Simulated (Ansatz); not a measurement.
# From barrier to diffusion: S in ZrS$_{2}$

All numbers below come from Ansatz 0.2.0, DFT PBE, scalar-relativistic, plane waves, PAW. Run with 420 eV cutoff, 2×2×2 k-mesh, shifted by half a step, Gaussian smearing of 0.02 eV, no spin polarisation.

Host crystal, relaxed:

```xyz
3
Lattice="3.6852 0.0000 0.0000 -1.8426 3.1915 0.0000 0.0000 0.0000 6.7579" Properties=species:S:1:pos:R:3 pbc="T T T"
Zr    0.0000    0.0000    0.0000
S     1.8426    1.0638    5.3096
S     0.0000    2.1277    1.4483
```

In a supercell of 24 host sites, interstitial S hops to an equivalent place, moving 2.46 Å. Climbing-image nudged elastic band at fixed cell; the order of the saddle wasn't checked, and the small cell leaves errors of about a tenth of an eV.

```
image path (Å) E − E(0) (eV)
    0      0.00          0.000
    1      0.69          0.178
    2      1.38          0.839
    3      2.06          1.451
    4      2.75          0.839
    5      3.44          0.178
    6      4.13          0.000
```

Q: What are the barriers forward and back, and what attempt frequency does the shape suggest?

A: Forward 1.45 eV, back 1.45 eV, the ends being level. For a sinusoidal profile E_b sin²(πx/l), with the S atom alone moving, ν = (1/l)√(E_b/2m) = 6.0×10¹² s⁻¹, within an order of magnitude of the customary 10¹³ s⁻¹; a true prefactor needs the vibrations at the minimum and at the saddle.

Q: With ν = 10¹³ s⁻¹, give the forward jump rate along this one path, the wait 1/k for that jump, the diffusivity D ≈ l²k and the distance √(Dt) covered in an hour at 300, 600 and 1000 K, taking the host as solid throughout.

A: k = ν exp(−E_b/k_BT):
```
T (K) k (1/s) wait (s) D (cm²/s)  √(Dt) in 1 h (nm)
  300  4.2×10⁻¹²  2.4×10¹¹  2.5×10⁻²⁷           3.0×10⁻⁵
  600        6.4      0.16  3.9×10⁻¹⁵                 38
 1000    4.8×10⁵  2.1×10⁻⁶  2.9×10⁻¹⁰            1.0×10⁴
```

D = l²k holds for six equivalent jumps in three dimensions (z l²k/6) and is a scale otherwise. Long-range transport needs a connected net of such jumps, and traps slow it. D is that of an interstitial already there; self-diffusion in the crystal is slower by the defects' share of the sites. An error of 0.1 eV in the barrier changes k by a factor of 48 at 300 K and 3.2 at 1000 K.

Cost: 1 run of about 13 core-minutes, on AMD EPYC 9R14 (Zen 4) (shared hosts).